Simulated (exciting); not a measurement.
Bi under changes of volume

One of the cells (35.070 Å³/atom); the others are scaled copies at fixed shape and fractional positions:

```
Bi
1.0
     2.26750    1.30914    3.93800
    -2.26750    1.30914    3.93800
     0.00000   -2.61828    3.93800
Bi
2
Cartesian
  0.0000 0.0000 9.0495
  0.0000 0.0000 2.7645
```

- Program: exciting (release sodium)
- Functional: PBEsol
- Potentials or basis: all-electron LAPW+lo, shipped species files, valence relativity iora*
- rgkmax: 9
- k mesh: 7 × 7 × 7
- Occupations: fermi-dirac, width 0.05 eV
- Spin: no spin polarisation

| volume (Å³/atom) | energy over the lowest point (meV/atom) | gap on the mesh (eV) |
| --- | --- | --- |
| 32.965 | 17.02 | 0.29 |
| 33.667 | 6.34 | 0.28 |
| 34.368 | 0.76 | 0.27 |
| 35.070 | 0.00 | 0.26 |
| 35.771 | 3.91 | 0.25 |
| 36.472 | ? | ? |
| 37.174 | 22.16 | 0.24 |

Task: What does the run at 36.472 Å³/atom give?

Result: Energy over the lowest point 10.79 meV/atom; gap on the mesh 0.24 eV.

Worked out: A Birch-Murnaghan fit of order 3 (a polynomial in V^(-2/3)) to the other rows has its minimum at 34.82 Å³/atom with B0 = V·E''(V) = 51 GPa and B' = 4.6 at fixed shape and positions, which overstates the stiffness. It gives 11.26 meV/atom at 36.472 Å³/atom, against the run's 10.79. A straight line through the other rows of the gap, of slope -0.429 eV per unit of ln V, gives 0.24 eV, against the run's 0.24.

Energies are extrapolated to zero smearing.

Caveats: the free energy is that total less TS from the occupations; spin-orbit coupling is left out, which as a rule narrows the gap of such compounds by several tenths of an eV; an odd mesh through Γ misses points on the zone boundary, where band edges often lie.
